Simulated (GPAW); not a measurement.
Crystal: Cr.

```
CELL_PARAMETERS angstrom
2.71400 0.00000 0.00000
-1.35700 2.35039 0.00000
0.00000 0.00000 4.41000
ATOMIC_POSITIONS crystal
Cr 0.66667 0.33333 0.75000
Cr 0.33333 0.66667 0.25000
```

This isn't the form of Cr at room conditions, which is bcc.

Base run:

| Quantity | Value |
| --- | --- |
| Program | GPAW 26.7.0 |
| Functional | LDA |
| Potentials or basis | the program's PAW data sets (release 1.2.1) made for this functional |
| Cutoff | 600 eV |
| Basis | pw |
| k mesh | 11 × 11 × 6 |
| Occupations | fermi-dirac, width 0.05 eV |
| Spin | collinear spin, random start |
| Starting moments | [2.16, -0.29] μB |

Its results: band gap on the k mesh none (metal or under the smearing width); pressure -39.0 GPa.

**Question.** After a change of settings the same cell gave: band gap on the k mesh none (metal or under the smearing width); pressure -40.2 GPa. Which change was it?
A. spin from collinear spin, random start to collinear spin, ferromagnetic start; moments at the start from [2.16, -0.29] to [3.0, 3.0]
B. spin from collinear spin, random start to collinear spin, ferromagnetic start; moments at the start from [2.16, -0.29] to [4.5, 4.5]
C. spin from collinear spin, random start to collinear spin, ferrimagnetic start; moments at the start from [2.16, -0.29] to [3.0, -1.5]
D. spin from collinear spin, random start to no spin polarisation

**Answer.** D.

Caveats: a pressure of tens of GPa on the cell as given is suspect, and the run, the potentials or the cell itself is likely at fault.
